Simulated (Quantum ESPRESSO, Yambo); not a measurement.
Planning a run of Yambo 5.3.0 on GaAs (F-43m). The input:

```
optics
bss
bse
em1s
dipoles
rim_cut
RandQpts= 1000000
RandGvec= 1 RL
Chimod= "HARTREE"
BSKmod= "SEX"
BSEmod= "resonant"
BSSmod= "d"
BSENGexx= 20 Ry
BSENGBlk= 4 Ry
% BSEQptR
 1 | 1 |
%
% BSEBands
 20 | 24 |
%
% BEnRange
 0 | 3 | eV
%
% BDmRange
 0.1 | 0.1 | eV
%
BEnSteps= 61
% BLongDir
 1 | 0 | 0 |
%
% BndsRnXs
 14 | 32 |
%
NGsBlkXs= 4 Ry
% LongDrXs
 1 | 1 | 1 |
%
% KfnQP_E
 0.677 | 1.0 | 1.0 |
%
WRbsWF
FFTGvecs= 47 Ry
```

```sh
OMP_NUM_THREADS=1 mpirun -n 8 yambo -F bse9.in -J bse9 -C bse9 > bse9.log
```

The stored states that it reads are on a 8×8×8 mesh. The structure is cubic, space group F-43m (No. 216). The conventional cell has a = 5.654 Å, b = 5.654 Å, c = 5.654 Å, α = 90.00°, β = 90.00°, γ = 90.00°. Nearest to Ga lie 4 As at 2.45 Å. Nearest to As lie 4 Ga at 2.45 Å. Farther neighbours are not listed.

**Question.** Estimate wall time and host memory on 8 MPI ranks of AMD EPYC 7R43, shared host.

It took 99 s; on shared hardware allow 49 s to 3.3 min. Peak host memory was 5.0 GiB.

The kernel grows as the square of the matrix size, and full diagonalisation as its cube.

[Paths, hosts, dates, memory and timing lines, banners, echoed tables and standing remarks are left out of the program output.]

[Logs are printed without paths, hosts, clocks, repeated set-up lines and the standing remarks that a program may print on its own settings, such as how far it seeks lower states.]

[Runs of the session that timed out or met a known fault of the program may be left out.]

[Hosts, paths, dates, database ids (printed as entryN), source tags and the programs' standing remarks are cut or masked in the printed files.]
